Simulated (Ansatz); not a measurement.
Input of an Ansatz 0.2.0 run:

File input.yaml:

```yaml
crystal:
  lattice:
    - [0.0, 2.365, 2.365]
    - [2.365, 0.0, 2.365]
    - [2.365, 2.365, 0.0]
  atoms:
    - { symbol: Zr, position: [0.5, 0.5, 0.5] }
    - { symbol: C, position: [0.0, 0.0, 0.0] }
kpoints:
  mp_grid: { grid: [10, 10, 10] }
scf:
  occupations: { method: fermi_dirac, width: 0.05 }
hamiltonian:
  xc: pbesol
  pseudopotentials: { kind: all_electron, lapw: { basis_error: 0.001 } }
output:
  forces: true
  stress: true
relax:
  f_tol: 0.01
  max_steps: 60
  cell: {}
```

Potentials or basis: all-electron LAPW, scalar-relativistic.

The run is started by

```console
$ ansatz run input.yaml --threads 1 --pin off --max-ram 3072MiB --backend cpu --events-out ev --progress --plain --runs-dir out
```

(1) What does it give for the relaxed volume?

(2) Estimate the space group after relaxing (to 0.05 Å).

## Answers

(1) 12.73 Å³/atom.

(2) Fm-3m (No. 225).
